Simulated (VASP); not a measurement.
Set up this calculation in VASP 6.6.1, as the native input.

- Task: relaxation of cell and atoms
- Functional: PBE
- Potentials or basis: VASP PAW PBE potentials, release 64 (Sc_sv)
- Cutoff: 520 eV
- k mesh: 15 × 15 × 8
- Occupations: gaussian, width 0.1 eV
- Spin: no spin polarisation
- Further INCAR settings: ALGO = Normal; EDIFF = 1e-07; IBRION = 2; POTIM = 0.3; EDIFFG = -0.005; NSW = 60; ISIF = 3

The structure of Sc lies in POSCAR:

```
Sc                                      
1.0
    3.3199999421     -0.0000000000      0.0000000000
   -1.6599999711      2.8752042893     -0.0000000000
   -0.0000000000     -0.0000000000      5.1649339644
  Sc            
     2
Direct
     0.3333333300000021    0.6666666699999979    0.2500000000000000
     0.6666666699999979    0.3333333300000021    0.7500000000000000
```

One way to write it, as run:

INCAR

```
SYSTEM = Sc
PREC     = Accurate       ! precision mode
ENCUT    = 520            ! plane-wave cutoff, eV
EDIFF    = 1E-7           ! SCF threshold, eV
ISMEAR   = 0              ! smearing method
SIGMA    = 0.1            ! smearing width, eV
LREAL    = .False.        ! projectors in reciprocal space
LASPH    = .True.         ! aspherical terms in the spheres
NELM     = 120            ! most SCF steps
ALGO     = Normal         ! electronic algorithm
ISIF     = 3              ! what is computed and relaxed
LWAVE    = .False.        ! write WAVECAR
LCHARG   = .False.        ! write CHGCAR
GGA      = PE             ! functional
IBRION   = 2              ! ionic algorithm
NSW      = 60             ! ionic steps
EDIFFG   = -0.005         ! ionic threshold
POTIM    = 0.3            ! step
```

KPOINTS

```
regular mesh
0
Gamma
  15 15 8
  0 0 0
```

Potentials or basis: VASP PAW PBE potentials, release 64 (Sc_sv).

Command:

```bash
$ cat potpaw_PBE.64/Sc_sv/POTCAR > POTCAR
$ mpirun -np 1 vasp_std > vasp.out
```

It gave:

```yaml
Pressure_after_relaxing: 0.0 GPa
Band_gap_on_the_k_mesh: none (metal or under the smearing width)
```

Caveat: the relaxation stopped at its first step, so nothing moved.

It took 63 s on 1 thread of Intel(R) Xeon(R) Platinum 8559C (Emerald Rapids) (shared host), peak memory 0.23 GiB.
